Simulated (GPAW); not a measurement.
Wanted: an ASE script for a GPAW 26.7.0 run.

```yaml
Task: single point
Functional: PBE
Potentials_or_basis: GPAW PAW data sets (gpaw-data 1.2.1)
Cutoff: 600 eV
Basis: pw
k_mesh: 12 × 12 × 7
Occupations: fermi-dirac, width 0.05 eV
Spin: collinear spin, ferromagnetic start
Starting_moments: "[2.5, 2.5] μB"
Maxiter: 150
```

The system is Ni.

```
Ni
1.0
     2.44802    0.00000    0.00000
    -1.22401    2.12005    0.00000
     0.00000    0.00000    4.07281
Ni
2
Cartesian
  1.2240 0.7067 3.0546
  0.0000 1.4134 1.0182
```

This isn't the form of Ni at room conditions, which is fcc.

These files were run (other wordings do the same):

run.py

```python
from ase import Atoms
from ase.dft.bandgap import bandgap
from ase.io import write
from ase.units import GPa
from gpaw import GPAW, PW

atoms = Atoms(['Ni', 'Ni'],
              cell=[[2.4480228978, 0.0, 0.0],
                    [-1.2240114489, 2.1200500186, 0.0],
                    [0.0, 0.0, 4.07280757]],
              scaled_positions=[[0.6666666667, 0.3333333333, 0.75],
                                [0.3333333333, 0.6666666667, 0.25]],
              pbc=True)
atoms.set_initial_magnetic_moments([2.5, 2.5])

calc = GPAW(mode=PW(600),
            xc='PBE',
            kpts={'size': (12, 12, 7), 'gamma': True},
            occupations={'name': 'fermi-dirac', 'width': 0.05},
            nbands=29,
            convergence={'density': 1e-05, 'energy': 1e-05},
            maxiter=150,
            txt='gpaw.txt')
atoms.calc = calc
energy = atoms.get_potential_energy()
forces = atoms.get_forces()
stress = atoms.get_stress()
calc.write('gs.gpw')
write('result.traj', atoms)
print(f'Energy: {energy:.6f} eV')
print('Forces (eV/A):')
print(forces.round(4))
print('Stress (GPa):', (stress / GPa).round(3))
print('Moments:', calc.get_magnetic_moments().round(3))
print('Fermi level:', round(calc.get_fermi_level(), 4), 'eV')
print(f'Gap: {bandgap(calc)[0]:.4f} eV, direct: {bandgap(calc, direct=True)[0]:.4f} eV')
```

Potentials or basis: GPAW PAW data sets (gpaw-data 1.2.1), pw.

Run with:

```bash
$ OMP_NUM_THREADS=1 python run.py
```

It gave:

```yaml
Pressure: 9.7 GPa
Band_gap_on_the_k_mesh: none (metal or under the smearing width)
Net_moment: 1.31 μB per cell
Site_moments: Ni +0.69 μB
```

Caveat: the stock nickel data set gives pressures a few GPa off other programs.

Wall time 110 s on 1 thread of Arm Neoverse V1 (shared host), peak memory 0.21 GiB.
